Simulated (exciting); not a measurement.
A run of exciting (release sodium):

Contents of input.xml:

```xml
<input>
  <title>NaCl</title>
  <structure speciespath="./" tshift="false">
    <crystal scale="1">
      <basevect>6.618179936403 0.000000000000 0.000000000000</basevect>
      <basevect>0.000000000000 6.618179936403 0.000000000000</basevect>
      <basevect>0.000000000000 0.000000000000 6.618179936403</basevect>
    </crystal>
    <species speciesfile="Cl.xml" rmt="1.9">
      <atom coord="0.500000000000 0.500000000000 0.500000000000"/>
    </species>
    <species speciesfile="Na.xml" rmt="2">
      <atom coord="0.000000000000 0.000000000000 0.000000000000"/>
    </species>
  </structure>
  <groundstate do="fromscratch" ngridk="8 8 8" rgkmax="7.5" gmaxvr="14" lmaxapw="10" lmaxmat="10" lmaxvr="8" stype="Fermi Dirac" swidth="0.00183747" nempty="10" ValenceRelativity="iora*" epsengy="1e-05" epspot="1e-05" maxscl="60" outputlevel="normal">
    <libxc exchange="XC_GGA_X_B88" correlation="XC_GGA_C_LYP"/>
  </groundstate>
  <properties>
    <bandstructure>
      <plot1d>
        <path steps="80">
          <point coord="0 0 0" label="G"/>
          <point coord="0 0.5 0" label="X"/>
          <point coord="0.5 0.5 0" label="M"/>
          <point coord="0 0 0" label="G"/>
          <point coord="0.5 0.5 0.5" label="R"/>
          <point coord="0 0.5 0" label="X" breakafter="true"/>
          <point coord="0.5 0.5 0" label="M"/>
          <point coord="0.5 0.5 0.5" label="R"/>
        </path>
      </plot1d>
    </bandstructure>
    <dos nwdos="300" winddos="-0.6 0.5" inttype="tetra" ngrdos="100" nsmdos="2"/>
  </properties>
</input>
```

Potentials or basis: all-electron LAPW+lo, shipped species files, valence relativity iora*.

Run with:

```bash
$ OMP_NUM_THREADS=1 exciting_smp
```

Hardware: 1 thread of Arm Neoverse V2 (shared host).

Q: How long does it take, and how much memory?

A: Run time: 78 s on 1 thread of Arm Neoverse V2, on a shared host, peak memory 0.13 GiB. Counts: scf iterations 14, plane waves 320.
